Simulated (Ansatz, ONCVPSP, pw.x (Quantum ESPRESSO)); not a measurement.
# gold (Au): does the ONCV potential hold in the solid?

Au (Z = 79), optimised norm-conserving Vanderbilt (ONCV), made with ONCVPSP 4.0.1.1 (patched build) (LDA (Perdew-Wang 92), scalar-relativistic). Core [Kr] 4d10 4f14, reference 5s2 5p6 5d10 6s0.5 (charge +0.5). Waves: 5s+6s: rc 1.65 bohr, ncon 5, nbas 9, qcut 8.7 1/bohr, 2 projectors; 5p: rc 1.85 bohr, ncon 4, nbas 7, qcut 9.4 1/bohr, 2 projectors, debl 2.8 Ha; 5d: rc 1.80 bohr, ncon 3, nbas 8, qcut 8.1 1/bohr, 2 projectors, debl 1.7 Ha. Local part: polynomial inside 1.05 bohr (lpopt 4, dvloc0 2 Ha). Core correction: polynomial model core, fcfact 0.55.

Crystal test: bcc Au in pw.x 7.5, no spin, 14³ k-points, Fermi–Dirac smearing 0.01 Ry, cutoffs 75/300 Ry. The reference is all-electron LAPW (Ansatz 0.2.0) with the same functional, mesh and smearing; V0 and B0 come from Birch–Murnaghan fits to the pressures at five volumes. Errors are pseudo minus all-electron; Δ is the rms difference of the E(V) curves that follow from these fits, minima aligned, over ±6 % about the mean V0. Mesh and smearing are coarse, so the numbers serve the comparison and aren't converged zero-temperature values; the lattice is a test structure that the element need not adopt.

```json
{"V (Å³/atom)": "15.767", "P all-electron (GPa)": "11.43", "P pseudo (GPa)": "9.49"}
{"V (Å³/atom)": "16.182", "P all-electron (GPa)": "5.24", "P pseudo (GPa)": "3.49"}
{"V (Å³/atom)": "16.597", "P all-electron (GPa)": "0.01", "P pseudo (GPa)": "-1.57"}
{"V (Å³/atom)": "17.012", "P all-electron (GPa)": "-4.39", "P pseudo (GPa)": "-5.82"}
{"V (Å³/atom)": "17.427", "P all-electron (GPa)": "-8.11", "P pseudo (GPa)": "-9.39"}
```

All-electron: a0 = 3.214 Å (V0 = 16.60 Å³/atom), B0 = 191.7 GPa.

Pseudopotential: mean pressure error (GPa): -1.60; a0 (Å): 3.205; a0 error (%): -0.28; B0 error (%): +1.5; Δ (meV/atom): 5.8.

Q: At the middle volume, how do free energy and pressure move when the wave cutoff is lowered (ecutrho kept at four times it)?

A:

| cutoff (Ry) | shift of F (meV/atom) | shift of P (GPa) |
| --- | --- | --- |
| 34 | +3430.8 | -111.25 |
| 45 | +626.7 | -29.31 |
| 60 | +26.5 | -2.44 |

Input at the middle volume:

```
&control
  calculation='scf', prefix='x', pseudo_dir='./', outdir='./tmp', tstress=.true., disk_io='low'
/
&system
  ibrav=0, nat=1, ntyp=1, ecutwfc=75, ecutrho=300, nbnd=18,
  occupations='smearing', smearing='fd', degauss=0.01
/
&electrons
  conv_thr=1e-09, mixing_beta=0.4, electron_maxstep=70
/
ATOMIC_SPECIES
Au 1.0 Au.UPF
CELL_PARAMETERS angstrom
  -1.60690376 1.60690376 1.60690376
  1.60690376 -1.60690376 1.60690376
  1.60690376 1.60690376 -1.60690376
ATOMIC_POSITIONS crystal
Au 0.0000 0.0000 0.0000
K_POINTS automatic
14 14 14 0 0 0
```

```bash
pw.x < Au.scf.in > Au.scf.out
```

Lines of the output:

```
Message from routine setup:
     using ibrav=0 with symmetry is DISCOURAGED, use correct ibrav instead
     lattice parameter (alat)  =       5.2596  a.u.
     unit-cell volume          =     112.0021 (a.u.)^3
     number of electrons       =        19.00
     number of Kohn-Sham states=           18
     kinetic-energy cutoff     =      75.0000  Ry
     charge density cutoff     =     300.0000  Ry
     scf convergence threshold =      1.0E-09
     Exchange-correlation= SLA  PW   NOGX NOGC
     number of k points=   104  Fermi-Dirac smearing, width (Ry)=  0.0100
     iteration #  1     ecut=    75.00 Ry     beta= 0.40
     total energy              =    -334.43499364 Ry
     estimated scf accuracy    <       0.78847647 Ry
     iteration #  2     ecut=    75.00 Ry     beta= 0.40
     total energy              =    -334.59263136 Ry
     estimated scf accuracy    <       0.00243186 Ry
     iteration #  3     ecut=    75.00 Ry     beta= 0.40
     total energy              =    -334.59297270 Ry
     estimated scf accuracy    <       0.00093507 Ry
     iteration #  4     ecut=    75.00 Ry     beta= 0.40
     total energy              =    -334.59305352 Ry
     estimated scf accuracy    <       0.00021596 Ry
     iteration #  5     ecut=    75.00 Ry     beta= 0.40
     total energy              =    -334.59307833 Ry
     estimated scf accuracy    <       0.00000556 Ry
     iteration #  6     ecut=    75.00 Ry     beta= 0.40
     total energy              =    -334.59307935 Ry
     estimated scf accuracy    <       0.00000009 Ry
     iteration #  7     ecut=    75.00 Ry     beta= 0.40
     total energy              =    -334.59307936 Ry
     estimated scf accuracy    <          2.5E-09 Ry
     iteration #  8     ecut=    75.00 Ry     beta= 0.40
     the Fermi energy is    21.0290 ev
!    total energy              =    -334.59307936 Ry
     estimated scf accuracy    <          5.3E-10 Ry
     smearing contrib. (-TS)   =      -0.00118885 Ry
     The total energy is F=E-TS. E is the sum of the following terms:
     one-electron contribution =     -78.47557914 Ry
     hartree contribution      =      51.29653370 Ry
     xc contribution           =     -91.09199155 Ry
     ewald contribution        =    -216.32085353 Ry
     convergence has been achieved in   8 iterations
          total   stress  (Ry/bohr**3)                   (kbar)     P=      -15.71
```

The run at the middle volume (104 k-points, 8 iterations) took about 46 s on one core of a shared host (Neoverse-N1, 64 threads, 498 GiB, load 23).
